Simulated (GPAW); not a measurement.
The system is FeO (Wuestite).

```xyz
2
Lattice="0.0000 2.1554 2.1554 2.1554 0.0000 2.1554 2.1554 2.1554 0.0000" Properties=species:S:1:pos:R:3 pbc="T T T"
Fe    0.0000    0.0000    0.0000
O     2.1554    2.1554    2.1554
```

Program: GPAW 26.7.0. Alike in all runs: task band structure; potentials or basis PAW data sets generated in the run's folder for this functional, pw; spin collinear, ferromagnetic start; cell as given; k mesh 11 × 11 × 11; cutoff (eV) 800; smearing fermi-dirac 0.05 eV.

**Question.** Order these runs on this cell by their pressure, lowest first.
A. level PBEsol
B. level PBEsol+U; U Fe d U = 8 eV
C. level PBEsol+U; U Fe d U = 4 eV

**Answer.** A (-7.0 GPa), C (-5.3 GPa), B (-2.4 GPa).

Caveats: a cell with one magnetic atom can't hold antiferromagnetic order, which such compounds often take.
